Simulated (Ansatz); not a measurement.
We consider LaAlO₃ (R-3c, No. 167), described by r²SCAN0 (plane waves, PAW; Ansatz, a first-principles code).

Input file:

Ansatz 0.2 input:
```yaml
crystal:
  lattice:
    - [2.693205, 1.554923, 4.3969]
    - [-2.693205, 1.554923, 4.3969]
    - [0.0, -3.109845, 4.3969]
  atoms:
    - { symbol: La, position: [0.25, 0.25, 0.25] }
    - { symbol: La, position: [0.75, 0.75, 0.75] }
    - { symbol: Al, position: [0.0, 0.0, 0.0] }
    - { symbol: Al, position: [0.5, 0.5, 0.5] }
    - { symbol: O, position: [0.7616, 0.7384, 0.25] }
    - { symbol: O, position: [0.25, 0.7616, 0.7384] }
    - { symbol: O, position: [0.7384, 0.25, 0.7616] }
    - { symbol: O, position: [0.2384, 0.2616, 0.75] }
    - { symbol: O, position: [0.75, 0.2384, 0.2616] }
    - { symbol: O, position: [0.2616, 0.75, 0.2384] }
basis:
  ecutwfc: 520
  ecutrho_ratio: 4
  xc_grid: 3
kpoints:
  mp_grid: { grid: [6, 6, 6] }
  band_path: { path: [[0, 0, 0], [0.0, 0.364583, 0.364583]], npoints: 1 }
hamiltonian:
  xc: r2scan0
  dispersion: none
  pseudopotentials: { azcp: { folder: ./paw }, kind: paw }
scf:
  occupations: { method: fermi_dirac, width: 0.01 }
  convergence: { dr2_threshold: 0.000000001 }
output:
  forces: true
  stress: true
  eigenvalues: true
  write_bands: true
```

Output (set-up and result lines):

```
WARN output.stress: scf.exx.energy_threshold = 1e-6 eV is looser than the 1e-7 eV advised for a stress under a hybrid functional (1e-8 eV for each atom of the …
Crystal: 10 atoms, lattice volume = 110.478 Å³
Basis set: ecut = 520 eV, 2975 PW (Γ), exchange–correlation on 135×135×135 points (27 copies of the dense FFT grid, shifted against one another)
Bands: 42, of which v1, the nominal top of the filled ones, is band 32 counted from 1 (31 counted from 0)
Symmetry: 12 space group operations
Space group: R-3c (ITA 167), of the structure as read, at distance tolerance 4.8e-5 Å
k-points: 32 of 216
Initial density: superposition of atomic densities (chi_scale 0.1, normalization cell, long waves kept (reshape's long-wave potential 0.00 eV rms))
Functional: x = r2scan, c = r2scan; τ floored in thin density (d = 2e-4 eV/Å³), warm-up for x = 0.75 r2scan + 0.25 exact, c = r2scan; τ floored in thin density (d = 2e-4 eV/Å³)
SCF iter   1: F=—  HF=-17041.306773 eV  |F-HF|=—  |Δ(HF+E_count)|=         —  Δρ=4.98e-2  dr2=2.93e0  dr2_τ=5.84e-1
SCF iter   2: F=—  HF=-17042.407873 eV  |F-HF|=—  |Δ(HF+E_count)|=    1.10e0  Δρ=2.77e-2  dr2=4.10e-1  dr2_τ=5.81e-2
  ...
Crystal: 10 atoms, lattice volume = 110.478 Å³
Initial density: handed on by an earlier stage of this run
Functional: x = 0.75 r2scan + 0.25 exact, c = r2scan; τ floored in thin density (d = 2e-4 eV/Å³)
Crystal: 10 atoms, lattice volume = 110.478 Å³
SCF iter   3: F=—  HF=-17040.099505 eV  |F-HF|=—  |Δ(HF+E_count)|=   3.32e-6  Δρ=1.15e-5  dr2=1.09e-7  dr2_τ=8.40e-9
SCF iter   4: F=—  HF=-17040.099505 eV  |F-HF|=—  |Δ(HF+E_count)|=   2.89e-8  Δρ=1.25e-6  dr2=6.39e-9  dr2_τ=1.29e-10
SCF 3 converged in 5 iterations: F = -17040.099505 eV  dr2 = 7.96e-10
Free energy (F): -17040.099505 eV
Internal energy: -17040.099505 eV  (E = F + TS)
E sigma→0 (E₀):  -17040.099505 eV
Fermi energy:    12.561193 eV
--- Forces (eV/Å), atoms counted from 1 ---
  atom   1  La    -0.00000000    -0.00000000     0.00000000
  atom   2  La     0.00000000    -0.00000000     0.00000000
  atom   3  Al     0.00000000    -0.00000000     0.00000000
  atom   4  Al    -0.00000000    -0.00000000     0.00000000
  atom   5  O      0.04328968     0.00000000     0.00000000
  atom   6  O     -0.02164484     0.03748996    -0.00000000
  atom   7  O     -0.02164484    -0.03748996     0.00000000
  atom   8  O     -0.04328968     0.00000000     0.00000000
  atom   9  O      0.02164484    -0.03748996     0.00000000
  atom  10  O      0.02164484     0.03748996    -0.00000000
--- Stress (GPa, compression-positive) ---
       -6.967425       0.000000      -0.000000
        0.000000      -6.967425      -0.000000
        0.000000      -0.000000      -7.022070
  P = ⅓ Tr σ = -6.9856 GPa (-69.856 kbar)
```

The PAW data were made under PBE.

Note: cell and atoms aren't relaxed at this level (largest force component 0.04 eV/Å, pressure -7.0 GPa).
